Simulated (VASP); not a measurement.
Wanted: the native input for a VASP 6.6.1 run.

- Task: single point
- Functional: PBE
- Dispersion: D3(BJ)
- Potentials or basis: VASP PAW PBE potentials, release 64 (O, H, C, N)
- Cutoff: 520 eV
- k mesh: 1 × 1 × 1
- Occupations: fermi-dirac, width 0.05 eV
- Spin: no spin polarisation
- Dipole correction: no
- Further INCAR settings: LREAL = Auto; ALGO = Normal; EDIFF = 1e-06; NBANDS = 39

The structure of H11C2NO4 lies in POSCAR:

```
H11C2NO4
1.0
    5.4914470000      0.0000000000      0.0000000000
    0.0000000000      5.4914470000      0.0000000000
    0.0000000000      0.0000000000      5.4914470000
O H C N
4 11 2 1
Direct
    0.6067253312      0.3438802195      0.9437767496
    0.2374237610      0.6268839524      0.0389696923
    0.8999813710      0.9005094650      0.8931707799
    0.5376542831      1.0057094241      0.2530298481
    0.6741756772      0.4088721971      0.7889723783
    0.4670900038      0.4489162875      0.9799967112
    0.1336259824      0.7472165351     -0.0609857475
    0.3444447338      0.7353617362      0.1178742142
    0.8470627141      0.8547473917      0.7298804851
    0.8292714106      0.7642430128      0.9863884692
    0.5852009498      1.1292287807      0.1113549853
    0.6852474402      0.9123278436      0.3055296719
    1.1081960729      0.1854884514      0.5734007813
    1.0397077492      0.0615866820      0.2824210085
    1.2247045269      0.3141248563      0.3085161343
    1.0658392952      0.2282276420      0.3949960730
    0.8773097510      0.4212004596      0.3944315587
    0.7645343750      0.5920843814      0.4456930933
```

The cell was built by a generator and needn't be a form met in nature.

The input as run:

INCAR

```
  PREC = Accurate
  ENCUT = 520
  EDIFF = 1E-6
  ISMEAR = -1
  SIGMA = 0.05
  LREAL = Auto
  LASPH = True
  NELM = 100
  ALGO = Normal
  ISIF = 2
  LWAVE = False
  LCHARG = False
  GGA = PE
  IVDW = 12
  NBANDS = 39
```

KPOINTS

```
regular mesh
0
Gamma
  1 1 1
```

Potentials or basis: VASP PAW PBE potentials, release 64 (O, H, C, N).

Run with:

```bash
$ cat potpaw_PBE.64/O/POTCAR potpaw_PBE.64/H/POTCAR potpaw_PBE.64/C/POTCAR potpaw_PBE.64/N/POTCAR > POTCAR
$ mpirun -np 1 vasp_gam > vasp.out
```

Results of the run:

```
Pressure                   : 1.2 GPa
Largest force              : 3.140 eV/Å
Band gap on the k mesh     : 4.81 eV, direct
Dispersion energy per atom : -0.047 eV
```

Caveat: the standard files for N, O and F lose accuracy on very short bonds.

Run time: 12 s on 1 thread of Intel(R) Xeon(R) 6975P-C (Granite Rapids), on a shared host, peak memory 0.24 GiB.
